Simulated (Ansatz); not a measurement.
The system is TePb.

```xyz
2
Lattice="0.0000 3.2310 3.2310 3.2310 0.0000 3.2310 3.2310 3.2310 0.0000" Properties=species:S:1:pos:R:3 pbc="T T T"
Pb    0.0000    0.0000    0.0000
Te    3.2310    3.2310    3.2310
```

```yaml
Program: Ansatz 0.2.0
Task: relaxation of cell and atoms
Functional: BLYP
Dispersion: D4
Potentials_or_basis: all-electron LAPW, scalar-relativistic
Basis_error_allowed: 0.001 eV/atom
k_mesh: 7 × 7 × 7
Occupations: fermi-dirac, width 0.05 eV
Spin: no spin polarisation
```

At the start: volume 33.73 Å³/atom.

Where does the relaxation end?

Over 8 steps the energy falls by 36.3 meV/atom and the volume is 37.10 Å³/atom (+10.0 %); space group Fm-3m (No. 225, to 0.05 Å).

The path:
```tsv
step	energy change (eV)	largest force (eV/Å)	volume (Å³)
1	0.0000	0.0000	67.46
2	-0.0181	0.0000	70.64
3	-0.0493	0.0000	72.55
4	-0.0675	0.0000	75.05
5	-0.0724	0.0000	74.07
6	-0.0725	0.0000	74.22
7	-0.0725	0.0000	74.20
8	-0.0725	0.0000	74.20
```

Final structure:
```yaml
crystal:
  lattice:
    - [0.00000, 3.33522, 3.33522]
    - [3.33522, 0.00000, 3.33522]
    - [3.33522, 3.33522, 0.00000]
  atoms:
    - { symbol: Pb, position: [0.00000, 0.00000, 0.00000] }
    - { symbol: Te, position: [0.50000, 0.50000, 0.50000] }
```
